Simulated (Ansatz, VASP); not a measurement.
# ZnO: VASP beside Ansatz

Contents of INCAR:

```
PREC = Accurate
ENCUT = 520
EDIFF = 1E-6
ISMEAR = 0
SIGMA = 0.02
LREAL = False
LASPH = True
NELM = 100
ALGO = Normal
ISIF = 2
LWAVE = False
LCHARG = False
GGA = PE
NBANDS = 26
```

File KPOINTS:

```
Automatic mesh
0
Gamma
  12 12 6
```

File POSCAR:

```
ZnO
1.0
    3.2795288439      0.0000000000      0.0000000000
   -1.6397644219      2.8401552913      0.0000000000
    0.0000000000      0.0000000000      5.2929052876
Zn O
2 2
Direct
    0.3333333333      0.6666666667      0.0014933900
    0.6666666667      0.3333333333      0.5014933900
    0.3333333333      0.6666666667      0.3806066000
    0.6666666667      0.3333333333      0.8806066000
```

Input for Ansatz:

```yaml
crystal:
  lattice:
    - [3.2795288179, 0.0, 0.0]
    - [-1.6397644089, 2.8401552687, 0.0]
    - [0.0, 0.0, 5.2929053609]
  atoms:
    - { symbol: Zn, position: [0.3333333333, 0.6666666667, 0.0014933897] }
    - { symbol: Zn, position: [0.6666666667, 0.3333333333, 0.5014933897] }
    - { symbol: O, position: [0.3333333333, 0.6666666667, 0.3806066003] }
    - { symbol: O, position: [0.6666666667, 0.3333333333, 0.8806066003] }
basis:
  ecutwfc: 420
kpoints:
  mp_grid: { grid: [12, 12, 6] }
  band_path:
    path:
      - [[0.0, 0.0, 0.0], [0.5, 0.0, 0.0], [0.33333333, 0.33333333, 0.0], [0.0, 0.0, 0.0], [0.0, 0.0, 0.5], [0.5, 0.0, 0.5], [0.33333333, 0.33333333, 0.5], [0.0, 0.0, 0.5]]
      - [[0.5, 0.0, 0.5], [0.5, 0.0, 0.0]]
      - [[0.33333333, 0.33333333, 0.5], [0.33333333, 0.33333333, 0.0]]
    npoints: 14
hamiltonian:
  xc: pbe
scf:
  occupations: { method: gaussian, width: 0.02 }
  n_extra_bands: 10
output:
  forces: true
  stress: true
  eigenvalues: true
  populations: true
  dos: { projected: true, de: 0.02, nscf_kmesh: { grid: [18, 18, 9] } }
  bader: true
  write_density: true
  write_potential: true
  elf: true
  volumetric_format: npy
```

Alike in both runs: task single point; functional PBE; k mesh 12 × 12 × 6; occupations gaussian, width 0.02 eV; no spin polarisation.

|  | VASP | Ansatz |
| --- | --- | --- |
| version | VASP 6.6.1 | Ansatz 0.2.0 |
| potentials or method | VASP PAW PBE potentials, release 64 (Zn, O) | scalar-relativistic, plane waves, PAW |
| plane-wave cutoff (eV) | 520 | 420 |
| valence electrons in the cell | 36 | 36 |

Ansatz gave:

- gap on the k mesh at the Fermi level (eV): 0.74
- least direct gap on the mesh (eV): 0.74
- pressure (GPa): 0.0

Task: What did VASP give for the same quantities?

Result: gap on the k mesh at the Fermi level (eV): 0.73; least direct gap on the mesh (eV): 0.73; pressure (GPa): 0.9.

Expect the measured gap to be larger: semilocal functionals such as PBE lack the derivative discontinuity.
